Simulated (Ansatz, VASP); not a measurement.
# Al2Au in VASP and in Ansatz

```
Al Au
1.0
     0.00000    2.97885    2.97885
     2.97885    0.00000    2.97885
     2.97885    2.97885    0.00000
Al Au
2 1
Cartesian
  1.4894 1.4894 1.4894
  4.4683 4.4683 4.4683
  0.0000 0.0000 0.0000
```

Alike in both runs: task single point; functional LDA; k mesh 10 × 10 × 10; occupations fermi-dirac, width 0.1 eV; no spin polarisation.

```csv
,VASP,Ansatz
version,VASP 6.6.1,Ansatz 0.2.0
potentials or method,"VASP PAW LDA potentials, release 64 (Al, Au)","PAW with Ansatz's default frozen-core files, scalar-relativistic"
plane-wave cutoff (eV),520,420
valence electrons in the cell,17,25
```

|  | VASP | Ansatz | Ansatz less VASP |
| --- | --- | --- | --- |
| pressure (GPa) | 0.2 | 0.0 | -0.22 |

The two sets of potentials don't hold the same shells in valence. Ansatz warned: «optics_on_partly_filled_bands».

Spin-orbit coupling is left out, which matters for the levels of Au.
